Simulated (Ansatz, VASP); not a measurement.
# Two plane-wave programs on TaN

```
CELL_PARAMETERS angstrom
3.04095 0.00000 0.00000
-1.52047 2.63354 0.00000
0.00000 0.00000 2.98556
ATOMIC_POSITIONS crystal
Ta 0.33333 0.66667 0.50000
N 0.00000 0.00000 0.00000
```

Change from the starting cell: strain +0.040 along x and y, +0.040 along z, atoms carried along.

Alike in both runs: task single point; functional PBEsol; k mesh 24 × 24 × 20; occupations gaussian, width 0.15 eV; no spin polarisation.

|  | VASP | Ansatz |
| --- | --- | --- |
| version | VASP 6.6.1 | Ansatz 0.2.0 |
| potentials or method | VASP PAW PBE potentials, release 64 (Ta_pv, N) | scalar-relativistic, plane waves, PAW |
| plane-wave cutoff (eV) | 520 | 420 |
| valence electrons in the cell | 16 | 18 |

Ansatz gave:

| Quantity | Value |
| --- | --- |
| gap on the k mesh at the Fermi level (eV) | none |
| pressure (GPa) | -33.1 |
| largest component of the traceless stress (GPa) | 2.53 |

Problem. What did VASP give for the same quantities?

Solution. gap on the k mesh at the Fermi level (eV): none; pressure (GPa): -32.7; largest component of the traceless stress (GPa): 2.45.

A gap of «none» marks a metal or a gap that the smearing closes. The functional is the same, so the differences come from potentials, cutoffs and numerics. The two sets of potentials don't hold the same shells in valence.

Caveats: the cell as given lies far from equilibrium; so large a pressure means that the cell lies far from this level's equilibrium, or that cutoff or potentials fall short (VASP); the potentials were made for another functional, which shifts forces and pressure (VASP). The runs have no spin-orbit coupling, so splittings on Ta are missing.
